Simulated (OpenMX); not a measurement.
Crystal: W.

```
CELL_PARAMETERS angstrom
-1.58234 1.58234 1.58234
1.58234 -1.58234 1.58234
1.58234 1.58234 -1.58234
ATOMIC_POSITIONS crystal
W 0.00000 0.00000 0.00000
```

Base run:

* Program: OpenMX 3.8.5
* Functional: PBE
* Potentials or basis: OpenMX 2013 PBE set, W7.0-s3p2d2, grid cutoff 400 Ry
* k mesh: 13 × 13 × 13
* Occupations: fermi-dirac, width 0.05 eV
* Spin: no spin polarisation

Its results: pressure 10.2 GPa.

**Question.** The run is repeated on the same cell with these changes: potentials or basis from OpenMX 2013 PBE set, W7.0-s3p2d2, grid cutoff 400 Ry to OpenMX 2013 PBE set, W7.0-s3p2d2f2, grid cutoff 400 Ry. What comes out?

**Answer.** Pressure 6.2 GPa.

Caveats: the basis of atomic orbitals isn't converged, which shifts pressures, moduli and gaps.
